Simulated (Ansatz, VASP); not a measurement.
LiF (Griceite) in VASP and in Ansatz

The input INCAR:

```
SYSTEM = LiF
  PREC = Accurate
  ENCUT = 520
  EDIFF = 1E-7
  ISMEAR = -1
  SIGMA = 0.05
  LREAL = .False.
  LASPH = .True.
  NELM = 100
  ALGO = Normal
  ISIF = 2
  LWAVE = .False.
  LCHARG = .False.
  GGA = PE
  NBANDS = 12
```

File KPOINTS:

```
regular mesh
0
Gamma
  11 11 11
  0 0 0
```

File POSCAR:

```
LiF
1.0
    0.0000000000      2.0140000000      2.0140000000
    2.0140000000      0.0000000000      2.0140000000
    2.0140000000      2.0140000000      0.0000000000
F Li
1 1
Direct
    0.5000000000      0.5000000000      0.5000000000
    0.0000000000      0.0000000000      0.0000000000
```

File input.yaml:

```yaml
crystal:
  lattice:
    - [0.0, 2.014, 2.014]
    - [2.014, 0.0, 2.014]
    - [2.014, 2.014, 0.0]
  atoms:
    - { symbol: F, position: [0.5, 0.5, 0.5] }
    - { symbol: Li, position: [0.0, 0.0, 0.0] }
hamiltonian:
  xc: pbe
  pseudopotentials: { kind: paw }
kpoints:
  mp_grid: { grid: [11, 11, 11] }
scf:
  occupations: { method: fermi_dirac, width: 0.05 }
output:
  forces: true
  stress: true
  eigenvalues: true
```

Alike in both runs: task single point; functional PBE; k mesh 11 × 11 × 11; occupations fermi-dirac, width 0.05 eV; no spin polarisation.

|  | VASP | Ansatz |
| --- | --- | --- |
| version | VASP 6.6.1 | Ansatz 0.2.0 |
| potentials or method | VASP PAW PBE potentials, release 64 (F, Li_sv) | Ansatz PAW |
| plane-wave cutoff (eV) | 520 | 420 |
| valence electrons in the cell | 10 | 10 |

```csv
,VASP,Ansatz,Ansatz less VASP
gap on the k mesh at the Fermi level (eV),9.09,9.09,+0.002
least direct gap on the mesh (eV),9.09,9.09,+0.002
```

Caveats: an odd mesh through Γ misses points on the zone boundary, where band edges often lie (VASP); odd divisions of the mesh miss points on the zone boundary, where band edges often lie, so the gap on the mesh can be too wide (Ansatz). PBE gaps usually lie below the measured ones, often by a third to a half.
